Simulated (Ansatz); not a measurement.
# Sb (P6_3/mmc) in Ansatz: further runs

The runs below take Sb through relaxation of cell and atoms, with PBEsol+D3(BJ)-ATM, PBEsol+D4, PBEsol.

Everything below comes from runs of Ansatz 0.2.0. Logs are shortened: lines on timing, memory, paths and dates and some standing lists are left out, and cuts for length are marked.

## Step 1: The crystal as given

The structure is hexagonal, space group P6_3/mmc (No. 194). The conventional cell has a = 3.355 Å, b = 3.355 Å, c = 5.470 Å, α = 90.00°, β = 90.00°, γ = 120.00°. Sb (site symmetry -6m2) is surrounded by 12 Sb at 3.35 Å.

This isn't the form of Sb at room conditions, which is rhombohedral.

## Step 2: Relaxation of cell and atoms, PBEsol+D3(BJ)-ATM

input.yaml reads:

```yaml
crystal:
  lattice:
    - [3.3545324186, 0.0, 0.0]
    - [-1.6772662093, 2.9051102923, 0.0]
    - [0.0, 0.0, 5.47016065]
  atoms:
    - { symbol: Sb, position: [0.6666666667, 0.3333333333, 0.75] }
    - { symbol: Sb, position: [0.3333333333, 0.6666666667, 0.25] }
hamiltonian:
  xc: pbesol
  pseudopotentials: { kind: paw }
  dispersion: d3bjatm
kpoints:
  mp_grid: { grid: [9, 9, 5] }
scf:
  occupations: { method: fermi_dirac, width: 0.05 }
output:
  forces: true
  stress: true
  eigenvalues: true
  write_density: true
  write_potential: true
  elf: true
  volumetric_format: npy
relax:
  f_tol: 0.01
  max_steps: 40
  cell: { stress_tol: 0.05 }
```

Potentials or basis: Ansatz PAW.

Command:

```
$ ansatz run input.yaml --threads 2 --pin off --max-ram 5632MiB --backend cpu --events-out ev --progress --plain --runs-dir out
```

Standard output:

```text
Warning: RAYON_NUM_THREADS=2 ignored (pool sized by the plan → 2); use --threads N
Engine: ansatz 0.2.0, x86_64-unknown-linux-gnu
Pseudopotentials: kind: paw
Pseudopotential: Sb, paw, valence charge 15, recommended cutoff 420 eV (normal), Sb.paw.azcp
Functional definition: PBEsol
  exchange = pbesol_x
  correlation = pbesol_c
Crystal: 2 atoms, lattice volume = 53.308 Å³
Basis set: ecut = 420 eV, 1087 PW (Γ), exchange–correlation on 48×48×80 points (8 copies of the dense FFT grid, shifted against one another)
Bands: 19, of which v1, the nominal top of the filled ones, is band 15 counted from 1 (14 counted from 0)
Symmetry: 24 space group operations
Space group: P63/mmc (ITA 194), of the structure as read, at distance tolerance 3.8e-5 Å
k-points: 36 of 405
Non-local potential: Sb, projectors of the file, l = 0: 2, l = 1: 2, l = 2: 2, l = 3: 2
PAW form: soft (Blöchl's): semilocal exchange-correlation on the pseudo side does not see the compensation charge
PAW frozen core: Sb, regenerated for the run's functional, and the local potential with it (the file was generated under x = pbe(κ = 0.804, μ = 0.2195149727645171), c = pbe(β = 0.06672455060314922))
PAW one-centre angular grid: Sb, 590 points (default); XC on 64 Gauss nodes
Initial density: superposition of atomic densities (neutral atoms: chi_scale 0, normalization atom), corrected by the library's trained network
Initial wavefunctions: pseudopotential atomic-orbital guess
Functional: x = pbesol(κ = 0.804, μ = 0.12345679012345678), c = pbesol(β = 0.046)
SCF iter   1: F=—  HF=-12816.693245 eV  |F-HF|=—  |Δ(HF+E_count)|=         —  Δρ=2.45e-3  dr2=1.95e-3  ethr=1.77e-3  ⟨swp⟩=5.8  Hψ=3361  notcnv=0
preconditioner: auto → Kerker (q_TF=auto, 2.479 Å⁻¹)  [metal: Δε(μ)=0.038 eV  Ē_g=8.566 eV  σ=0.050 eV  W_gap=0.19  n_scr=22 (ndim 8)  ℏωp=16.1 eV  f_vac=0.000  D(μ)=1.57/eV (n_scr^D=10)]
SCF iter   2: F=—  HF=-12816.690906 eV  |F-HF|=—  |Δ(HF+E_count)|=   2.34e-3  Δρ=1.61e-3  dr2=8.85e-4  ethr=6.51e-6  ⟨swp⟩=2.5  Hψ=1383  notcnv=0  defer=1
SCF iter   3: F=—  HF=-12816.690755 eV  |F-HF|=—  |Δ(HF+E_count)|=   1.50e-4  Δρ=7.41e-4  dr2=1.39e-4  ethr=2.95e-6  ⟨swp⟩=2.0  Hψ=1213  notcnv=0  defer=1
SCF iter   4: F=—  HF=-12816.690643 eV  |F-HF|=—  |Δ(HF+E_count)|=   1.13e-4  Δρ=8.47e-5  dr2=5.26e-6  ethr=4.63e-7  ⟨swp⟩=2.0  Hψ=1213  notcnv=0  defer=1
SCF iter   5: F=—  HF=-12816.690643 eV  |F-HF|=—  |Δ(HF+E_count)|=   3.44e-7  Δρ=3.00e-5  dr2=6.19e-7  ethr=1.75e-8  ⟨swp⟩=2.4  Hψ=1223  notcnv=0  defer=1
SCF iter   6: F=-12816.690643 eV  HF=-12816.690643 eV  |F-HF|=1.60e-8  |Δ(HF+E_count)|=   1.57e-7  Δρ=6.67e-6  dr2=3.05e-8  ethr=3.33e-10  ⟨swp⟩=10.2  Hψ=4723  notcnv=0
SCF 1 converged in 6 iterations: F = -12816.690643 eV  dr2 = 3.05e-8
relax step   1: F+E_penalty+E_count = -12816.69064269 eV  Δ(F+E_penalty+E_count) = +0.000e0 eV  max|allowed force component| = 7.633e-17 eV/Å  Δτ_max = 0.0000 Å  P = -4.476 GPa  Ω = 53.308 Å³  (6 SCF iters, dr2 threshold 1.00e-7 eV, accepted)
Crystal: 2 atoms, lattice volume = 47.842 Å³
Basis set: ecut = 420 eV, 941 PW (Γ), exchange–correlation on 48×48×80 points (8 copies of the dense FFT grid, shifted against one another)
Initial density: handed on by an earlier stage of this run
Initial wavefunctions: those handed on with the density
iter 1 solved again at ethr=1.28e-6 eV; its pass at ethr=3.10e-3 eV (dr2=3.84e-4 eV) is discarded
SCF iter   1: F=—  HF=-12816.726978 eV  |F-HF|=—  |Δ(HF+E_count)|=         —  Δρ=1.14e-3  dr2=3.81e-4  ethr=1.28e-6  ⟨swp⟩=3.1  Hψ=4785  notcnv=0
preconditioner: auto → Kerker (q_TF=auto, 2.524 Å⁻¹)  [metal: Δε(μ)=0.099 eV  Ē_g=24.838 eV  σ=0.050 eV  W_gap=0.42  n_scr=10 (ndim 8)  ℏωp=29.4 eV  f_vac=0.000  D(μ)=0.96/eV (n_scr^D=2)]
SCF iter   2: F=—  HF=-12816.727253 eV  |F-HF|=—  |Δ(HF+E_count)|=   2.75e-4  Δρ=7.36e-4  dr2=1.75e-4  ethr=1.27e-6  ⟨swp⟩=1.0  Hψ=684  notcnv=0
SCF iter   3: F=—  HF=-12816.727365 eV  |F-HF|=—  |Δ(HF+E_count)|=   1.13e-4  Δρ=1.18e-4  dr2=8.01e-6  ethr=5.84e-7  ⟨swp⟩=1.1  Hψ=699  notcnv=0
SCF iter   4: F=—  HF=-12816.727366 eV  |F-HF|=—  |Δ(HF+E_count)|=   1.27e-6  Δρ=2.45e-5  dr2=3.83e-7  ethr=2.67e-8  ⟨swp⟩=1.9  Hψ=799  notcnv=0
SCF iter   5: F=-12816.727366 eV  HF=-12816.727366 eV  |F-HF|=8.95e-9  |Δ(HF+E_count)|=   1.43e-7  Δρ=8.24e-6  dr2=2.99e-8  ethr=6.67e-10  ⟨swp⟩=9.5  Hψ=4937  notcnv=0
SCF 2 converged in 5 iterations: F = -12816.727366 eV  dr2 = 2.99e-8
[... 16 lines left out ...]
SCF iter   3: F=-12816.745551 eV  HF=-12816.745551 eV  |F-HF|=2.57e-9  |Δ(HF+E_count)|=   2.26e-7  Δρ=4.10e-6  dr2=7.64e-9  ethr=6.67e-10  ⟨swp⟩=7.9  Hψ=4703  notcnv=0
SCF 4 converged in 3 iterations: F = -12816.745551 eV  dr2 = 7.64e-9
relax step   4: F+E_penalty+E_count = -12816.74555138 eV  Δ(F+E_penalty+E_count) = -5.308e-4 eV  max|allowed force component| = 7.286e-17 eV/Å  Δτ_max = 0.0000 Å  P = -0.041 GPa  Ω = 49.744 Å³  energy of the carried Pulay correction = +9.519e-4 eV  (3 SCF iters, dr2 threshold 2.00e-7 eV, accepted)
Crystal: 2 atoms, lattice volume = 49.712 Å³
iter 1 solved again at ethr=1.07e-9 eV; its pass at ethr=3.10e-3 eV (dr2=3.21e-7 eV) is discarded
SCF iter   1: F=—  HF=-12816.745575 eV  |F-HF|=—  |Δ(HF+E_count)|=         —  Δρ=2.16e-5  dr2=2.73e-7  ethr=1.07e-9  ⟨swp⟩=3.4  Hψ=4262  notcnv=0
preconditioner: auto → Resta (q_TF=auto, 2.508 Å⁻¹)  ε∞=4.5  [insulator: Δε(μ)=0.135 eV  Ē_g=8.931 eV  σ=0.050 eV  W_gap=0.55  n_scr=22 (ndim 8)  ℏωp=16.7 eV  f_vac=0.000  D(μ)=1.07/eV (n_scr^D=2)  ε∞_Penn≈4.5]
SCF iter   2: F=—  HF=-12816.745578 eV  |F-HF|=—  |Δ(HF+E_count)|=   2.66e-6  Δρ=1.34e-5  dr2=1.04e-7  ethr=9.08e-10  ⟨swp⟩=1.0  Hψ=684  notcnv=0
SCF iter   3: F=-12816.745578 eV  HF=-12816.745578 eV  |F-HF|=7.64e-11  |Δ(HF+E_count)|=   1.93e-8  Δρ=1.08e-6  dr2=4.25e-10  ethr=4.97e-11  ⟨swp⟩=6.5  Hψ=4132  notcnv=0
SCF 5 converged in 3 iterations: F = -12816.745578 eV  dr2 = 4.25e-10
relax step   5: F+E_penalty+E_count = -12816.74557797 eV  Δ(F+E_penalty+E_count) = -2.659e-5 eV  max|allowed force component| = 2.082e-17 eV/Å  Δτ_max = 0.0000 Å  P = +0.009 GPa  Ω = 49.712 Å³  energy of the carried Pulay correction = +9.608e-4 eV  (3 SCF iters, dr2 threshold 1.49e-8 eV, accepted)
Basis set: ecut = 420 eV, 989 PW (Γ), exchange–correlation on 48×48×72 points (8 copies of the dense FFT grid, shifted against one another)
Initial wavefunctions: pseudopotential atomic-orbital guess (no wavefunctions were taken with the density)
iter 1 solved again at ethr=2.10e-7 eV; its pass at ethr=3.10e-3 eV (dr2=6.29e-5 eV) is discarded
SCF iter   1: F=—  HF=-12816.744534 eV  |F-HF|=—  |Δ(HF+E_count)|=         —  Δρ=7.84e-5  dr2=3.66e-7  ethr=2.10e-7  ⟨swp⟩=2.9  Hψ=5056  notcnv=0
SCF iter   2: F=—  HF=-12816.744532 eV  |F-HF|=—  |Δ(HF+E_count)|=   1.50e-6  Δρ=4.09e-5  dr2=9.75e-8  ethr=1.22e-9  ⟨swp⟩=2.4  Hψ=1095  notcnv=0
SCF iter   3: F=—  HF=-12816.744533 eV  |F-HF|=—  |Δ(HF+E_count)|=   2.17e-7  Δρ=1.84e-6  dr2=7.61e-10  ethr=3.25e-10  ⟨swp⟩=2.7  Hψ=1199  notcnv=0
SCF iter   4: F=—  HF=-12816.744533 eV  |F-HF|=—  |Δ(HF+E_count)|=  2.33e-10  Δρ=6.66e-7  dr2=1.55e-10  ethr=2.54e-12  ⟨swp⟩=2.0  Hψ=1220  notcnv=0
SCF iter   5: F=-12816.744533 eV  HF=-12816.744533 eV  |F-HF|=1.82e-11  |Δ(HF+E_count)|=  1.22e-10  Δρ=1.73e-7  dr2=1.40e-11  ethr=1.00e-12  ⟨swp⟩=4.9  Hψ=3379  notcnv=0
SCF 6 converged in 5 iterations: F = -12816.744533 eV  dr2 = 1.40e-11
relax step   6: F+E_penalty+E_count = -12816.74453258 eV  Δ(F+E_penalty+E_count) = +1.045e-3 eV  max|allowed force component| = 2.313e-17 eV/Å  Δτ_max = 0.0000 Å  P = +0.013 GPa  Ω = 49.712 Å³  stress off target by 4.41e-2 GPa  SCF on the basis re-selected at this cell (its energy is not comparable with the rows above)  (5 SCF iters)
basis re-selected at this cell: Δ(F+E_penalty+E_count) = +1.045e-3 eV, ΔP = +0.004 GPa vs the last step (what re-selecting the basis moved, of the pressure what is left beyond the Pulay correction that the steps carried, after the strain that the cell walked since its last selection, with what the two solves' SCF thresholds leave and, on support functions, any second-order correction that the steps lacked; it is no measure of the basis error at this ecutwfc). The dense FFT grid was sized anew with the basis: this SCF ran on 24×24×36 points, the steps before it on 24×24×40, so part of this shift can come from that change (see relax.cell in the input reference). This SCF's stress stands 4.41e-2 GPa from its target on what of the cell is left free (relax.cell.stress_tol is 5.00e-2 GPa) and its largest allowed force component is 2.31e-17 eV/Å (relax.f_tol is 1.00e-2 eV/Å): within both
SCF converged after 5 iterations
Free energy (F): -12816.744533 eV
Harris-Foulkes:  -12816.744533 eV  (|F-HF|=1.82e-11)
Internal energy: -12816.735747 eV  (E = F + TS)
E sigma→0 (E₀):  -12816.740140 eV
Entropy (-TS):   -0.008786 eV (-4.393 meV/atom)
Fermi energy:    12.765491 eV
--- Per-component energies (eV) ---
  E_band       = -254.341054
  E_kinetic    = 416.627371
  E_local      = -2741.370910  (includes V_loc(G=0)·N_el)
  E_nonlocal   = 727.293327
  E_hartree    = 1261.927213
  E_xc         = -276.628417
  E_vxc        = -195.342144  (∫ρ·V_xc dr)
  E_paw        = -8997.848765  (= ΣΔE_a)
  E_vpaw       = -985.402868  (= ΣTr[D̂ρ^β])
  E_aug_tail   = -0.000004  (compensation charges beyond the density's cutoff)
  E_ewald      = -3206.362172
  E_disp       = -1.037105  (pairwise vdW)
  E_core_change = 0.663714  (= ΣΔE_core)
  E_smearing   = -0.008786  (= −TS)
  E_closure    = 0.000000  (closes the sum)
  Σ components = -12816.744533   (vs F -12816.744533, Δ=0.00e0)
--- Forces (eV/Å), atoms counted from 1 ---
  atom   1  Sb    -0.00000000    -0.00000000     0.00000000
  atom   2  Sb     0.00000000     0.00000000    -0.00000000
  max |Σ_I F_I| component: 4.63e-18 eV/Å
--- Stress (GPa, compression-positive) ---
       -0.003026      -0.000000       0.000000
       -0.000000      -0.003026      -0.000000
        0.000000      -0.000000       0.044125
  P = ⅓ Tr σ = 0.0127 GPa (0.127 kbar)
--- Band table (eV; the first three rows and the last of 36) ---
  k-point 0: bands = ["-16.4206", "-16.4109", "-16.3984", "-16.3984", "-16.3925", "-16.3925", "-16.3847", "-16.3847", "-16.3183", "-16.3183", "-0.7349", "3.5126", "6.5113", "16.7961", "16.7961", "18.6009", "18.6009", "18.8965", "21.0711"]
  k-point 1: bands = ["-16.4194", "-16.4116", "-16.4049", "-16.4049", "-16.3957", "-16.3957", "-16.3714", "-16.3714", "-16.3220", "-16.3220", "-0.5206", "2.5348", "7.9191", "16.9004", "16.9598", "16.9598", "18.4443", "18.4443", "21.2098"]
  k-point 2: bands = ["-16.4166", "-16.4136", "-16.4072", "-16.4072", "-16.4025", "-16.4025", "-16.3510", "-16.3510", "-16.3333", "-16.3333", "0.1197", "1.1688", "10.5586", "13.6600", "17.4076", "17.4076", "17.9880", "17.9880", "21.6260"]
  k-point 35: bands = ["-16.4192", "-16.4192", "-16.4000", "-16.3624", "-16.3501", "-16.3497", "-16.3497", "-16.3445", "-16.3177", "-16.3177", "4.9530", "4.9530", "8.3543", "8.3543", "8.8398", "9.8392", "15.7222", "15.7222", "19.6340"]
--- Relaxed structure (5 steps of the walk, 5 accepted, 1 SCFs on fresh bases) ---
  F+E_penalty+E_count = -12816.74453258 eV   max|allowed force component| = 2.313e-17 eV/Å   (the final SCF, on the basis selected at the relaxed cell)
  cell:  # Å, volume = 49.7120 Å³
    - [3.277184276428941, 0.0, 0.0]
    - [-1.6385921382144706, 2.8381248362703873, 0.0]
    - [0.0, 0.0, 5.344769959241224]
  atoms:
    - { symbol: Sb, position: [0.6666666666666665, 0.3333333333333333, 0.7499999999999999] }
    - { symbol: Sb, position: [0.3333333333333333, 0.6666666666666666, 0.25] }
```

Wall time 5.8 s (2 threads of AMD EPYC 7R13 (Zen 3), shared host); peak memory 0.4 GiB.

Results:

```yaml
Free_energy: -12816.7445 eV
Relaxed_volume: 24.86 Å³/atom
Relaxed_cell: a = 3.277 Å, b = 3.277 Å, c = 5.345 Å, α = 90.00°, β = 90.00°, γ = 120.00°
Space_group_after_relaxing_to_0.05_Å: P6_3/mmc (No. 194)
Energy_gained_by_relaxing: 26.9 meV/atom
Ionic_steps: 6
Pressure_after_relaxing: 0.0 GPa
Band_gap_on_the_k_mesh: none (metal or under the smearing width)
```

Step by step:
| step | energy change (eV) | largest force (eV/Å) | volume (Å³) |
| --- | --- | --- | --- |
| 1 | 0.0000 | 0.0000 | 53.31 |
| 2 | -0.0367 | 0.0000 | 47.84 |
| 3 | -0.0544 | 0.0000 | 50.02 |
| 4 | -0.0549 | 0.0000 | 49.74 |
| 5 | -0.0549 | 0.0000 | 49.71 |
| 6 | -0.0539 | 0.0000 | 49.71 |

Final structure:
```
CELL_PARAMETERS angstrom
3.27718 0.00000 0.00000
-1.63859 2.83812 0.00000
0.00000 0.00000 5.34477
ATOMIC_POSITIONS crystal
Sb 0.66667 0.33333 0.75000
Sb 0.33333 0.66667 0.25000
```

Caveat: the plane-wave basis is chosen anew once the cell has moved, so the energies of steps on either side of that aren't comparable; pairwise dispersion overbinds metals, which lowers pressure and volume; the PAW data sets come from PBE, with cores solved anew for the run's functional, which leaves a small shift of forces and pressure. Spin-orbit coupling is left out, which matters for the levels of Sb.

(Continued in part 2 of 2.)
